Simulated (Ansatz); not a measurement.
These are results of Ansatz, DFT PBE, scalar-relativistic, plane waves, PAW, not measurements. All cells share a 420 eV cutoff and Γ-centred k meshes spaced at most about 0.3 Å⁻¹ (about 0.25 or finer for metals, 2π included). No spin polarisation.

All energies are static (0 K, no zero-point motion).

Two relaxed structures of La:

A.

Space group Pm-3m (No. 221). a = 5.023 Å, b = 5.023 Å, c = 5.023 Å, α = 90.00°, β = 90.00°, γ = 90.00°
```csv
atom,site,symmetry,x,y,z
La,3c,4/mm.m,0.0000,0.5000,0.5000
```

B.

Space group Pm-3m (No. 221). a = 3.319 Å, b = 3.319 Å, c = 3.319 Å, α = 90.00°, β = 90.00°, γ = 90.00°
```csv
atom,site,symmetry,x,y,z
La,1b,m-3m,0.5000,0.5000,0.5000
```

Task: Which would you expect to be lower, and how large is the difference?

Result: B is lower, by 86 meV/atom. A has space group Pm-3m (No. 221), 42.2 Å³/atom and no gap on its mesh; B has the simple cubic type, space group Pm-3m (No. 221), 36.6 Å³/atom and no gap. Counting all near atoms (those within 1.25 times the shortest distance at each site), A has La 8 and B has La 6. The denser one is the lower, and pressure would at first widen the difference. In A, La is surrounded by 8 La at 3.55 Å. In B, around La lie 6 La at 3.32 Å. Both come from invented guesses.

Cells relaxed within their symmetry can be saddle points.
